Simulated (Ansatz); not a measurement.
TlBr: levels with and without spin–orbit coupling

```yaml
crystal:
  lattice:
    - [3.97000, 0.00000, 0.00000]
    - [0.00000, 3.97000, 0.00000]
    - [0.00000, 0.00000, 3.97000]
  atoms:
    - { symbol: Tl, position: [0.00000, 0.00000, 0.00000] }
    - { symbol: Br, position: [0.50000, 0.50000, 0.50000] }
```

Atoms are numbered in the order listed.

Conventional cell: a = 3.970 Å, b = 3.970 Å, c = 3.970 Å, α = 90.00°, β = 90.00°, γ = 90.00°. Tl (atom 1) has 8 Br at 3.44 Å as nearest neighbours. Around Br (atom 2) lie 8 Tl at 3.44 Å.

The cell is COD entry 9008793, as deposited and not checked against the literature; nothing was relaxed. It is an old determination, and later ones may differ.

Methods: DFT, PBE, all-electron LAPW, scalar-relativistic (Ansatz 0.2.0); DFT, PBE, all-electron LAPW, Dirac equation with spin-orbit coupling (Ansatz 0.2.0).

Numerical set-up: a Γ-centred 8×8×8 k mesh, Fermi–Dirac smearing of 0.03 eV, basis error target 1 meV/atom, no spin polarisation.

Levels between -4 and 3 eV, each run counted from its own valence-band top. Scalar levels are listed once for both spins; with the coupling every spinor state is counted. Levels near the edges of the range can cross them.

(1) At Γ (0.000, 0.000, 0.000) the scalar-relativistic levels are -1.34 (×3). What are they with spin–orbit coupling?

(2) At R (0.500, 0.500, 0.500) the scalar-relativistic levels are -2.74, -1.96 (×3), 2.11 (×3). What are they with spin–orbit coupling?

(3) At X (0.000, 0.500, 0.000) the scalar-relativistic levels are -0.84 (×2), 0.00, 1.84. What are they with spin–orbit coupling?

(4) Without the coupling the gap is 1.84 eV, direct at X (0, 0.5, 0). And with it?

Results:

(1) -1.78 (×2), -1.22 (×4).

(2) -2.74 (×2), -2.26 (×2), -1.89 (×4), 1.21 (×2), 2.41 (×4).

(3) -1.11 (×2), -0.71 (×2), 0.00 (×2), 1.63 (×2).

(4) 1.21 eV, indirect from X (0, 0.5, 0) to R (0.5, 0.5, 0.5).
